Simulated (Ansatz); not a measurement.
Write the native input for Ansatz 0.2.0 that does the following.

```
Task                : single point
Functional          : PBE
Potentials or basis : all-electron LAPW, scalar-relativistic
Cutoff              : 327 eV (chosen from the basis error)
Basis error allowed : 0.001 eV/atom
k mesh              : 10 × 10 × 10
Occupations         : fermi-dirac, width 0.05 eV
Spin                : collinear spin, ferromagnetic start
Starting moments    : [2.0, 0.0] μB
```

CoO:

```
CELL_PARAMETERS angstrom
2.57053 0.00000 0.00000
0.00000 2.57053 0.00000
0.00000 0.00000 2.57053
ATOMIC_POSITIONS crystal
Co 0.00000 0.00000 0.00000
O 0.50000 0.50000 0.50000
```

Measurements of this composition are mostly on another form, of space group No. 225.

One way to write it, as run:

input.yaml

```yaml
crystal:
  lattice:
    - [2.57052631, 0.0, 0.0]
    - [0.0, 2.57052631, 0.0]
    - [0.0, 0.0, 2.57052631]
  atoms:
    - { symbol: Co, position: [0.0, 0.0, 0.0], spin: 2.0 }
    - { symbol: O, position: [0.5, 0.5, 0.5] }
kpoints:
  mp_grid: { grid: [10, 10, 10] }
scf:
  occupations: { method: fermi_dirac, width: 0.05 }
hamiltonian:
  xc: pbe
  pseudopotentials: { kind: all_electron, lapw: { basis_error: 0.001 } }
magnetization:
  spin_polarized: true
output:
  forces: true
  stress: true
  eigenvalues: true
  populations: true
```

Potentials or basis: all-electron LAPW, scalar-relativistic.

Run with:

```bash
$ ansatz run input.yaml --threads 2 --pin off --max-ram 6144MiB --backend cpu --events-out ev --progress --plain --runs-dir out
```

Results of the run:

- Pressure: 11.6 GPa
- Band gap on the k mesh: none (metal or under the smearing width)
- Net moment: 3.00 μB per cell
- Absolute moment: 3.03 μB per cell
- Site moments: Co +2.53; O +0.48 μB
- Loewdin charges: Co +1.05; O -0.92 e

Caveat: the atomic charges don't sum to the cell's charge; a cell with one magnetic atom can't hold antiferromagnetic order, which such compounds often take; semilocal functionals often make such compounds metallic where correlation or magnetic order opens a gap, which also shifts bond lengths.

It took 14 s on 2 threads of Arm Neoverse V1 (shared host), peak memory 0.41 GiB.
